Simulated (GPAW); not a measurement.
Runs of GPAW 26.7.0 on ZnS (Wurtzite-2H). Symmetry: P6_3mc, No. 186, hexagonal system. The conventional cell has a = 3.811 Å, b = 3.811 Å, c = 6.328 Å, α = 90.00°, β = 90.00°, γ = 120.00°. Around Zn (site symmetry 3m) lie 4 S at 2.32 to 2.44 Å. S (site symmetry 3m) has 4 Zn at 2.32 to 2.44 Å as nearest neighbours. 

```tsv
task	cell	cutoff (eV)	smearing	response ecut	maxiter	response k mesh	response bands	kernels	gap on the mesh (eV)
dielectric tensor	P6_3mc, 19.9 Å³/atom	450	fermi-dirac 0.001 eV	80 eV	150	13 × 13 × 7	58	["RPA"]	(a)
dielectric tensor	P6_3mc, 20.78 Å³/atom	400	fermi-dirac 0.001 eV	80 eV	150	10 × 10 × 6	58	["RPA"]	1.97
dielectric tensor	P6_3mc, 18.43 Å³/atom	400	fermi-dirac 0.001 eV	80 eV	150	10 × 10 × 6	58	["RPA"]	2.53
dielectric tensor	P6_3mc, 19.01 Å³/atom	450	fermi-dirac 0.001 eV	80 eV	150	13 × 13 × 7	58	["RPA"]	2.34
dielectric tensor	P6_3mc, 19.31 Å³/atom	450	fermi-dirac 0.001 eV	80 eV	150	13 × 13 × 7	58	["RPA"]	(b)
single point	P6_3mc, 19.6 Å³/atom	450	fermi-dirac 0.05 eV	-	120	-	-	-	2.24
dielectric tensor	P6_3mc, 18.82 Å³/atom	400	fermi-dirac 0.001 eV	80 eV	150	10 × 10 × 6	58	["RPA"]	2.44
dielectric tensor	P6_3mc, 20.19 Å³/atom	450	fermi-dirac 0.001 eV	80 eV	150	13 × 13 × 7	58	["RPA"]	2.07
```

Alike in all rows: level PBE; potentials or basis GPAW PAW data sets (gpaw-data 1.2.1), pw; no spin polarisation; k mesh 7 × 7 × 4.

**Question.** Estimate the missing entries.

**Answer.** (a) 2.16; (b) 2.29.

Caveats: the long-wavelength limit can be off by several per cent where d states take part (some runs); an odd mesh through Γ misses points on the zone boundary, where band edges often lie (some runs); the cutoff is short for stress and forces, so pressures can be off by a GPa or more (some runs).
